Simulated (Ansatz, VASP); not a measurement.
**ZnO: VASP beside Ansatz**

```
Zn O
1.0
     3.25000    0.00000    0.00000
    -1.62500    2.81458    0.00000
     0.00000    0.00000    5.18099
Zn O
2 2
Cartesian
  0.0000 1.8764 -0.0057
  1.6250 0.9382 2.5848
  0.0000 1.8764 1.9745
  1.6250 0.9382 4.5650
```

Alike in both runs: functional PBEsol; k mesh 6 × 6 × 4; no spin polarisation.

Ansatz relaxed the structure, and its values are those at the end. VASP's run is a single point on that final structure, the one shown.

```csv
,VASP,Ansatz
version,VASP 6.6.1,Ansatz 0.2.0
potentials or method,"VASP PAW PBE potentials, release 64 (Zn, O)","scalar-relativistic, plane waves, PAW"
plane-wave cutoff (eV),520,420
occupations,"gaussian, width 0.01 eV",fixed
valence electrons in the cell,36,36
```

```csv
,VASP,Ansatz,Ansatz less VASP
gap on the k mesh at the Fermi level (eV),0.69,0.71,+0.015
least direct gap on the mesh (eV),0.69,0.71,+0.015
pressure (GPa),0.0,-0.9,-0.83
```

Caveats: the PAW data sets were made with another functional, which shifts forces and pressure a little (VASP).
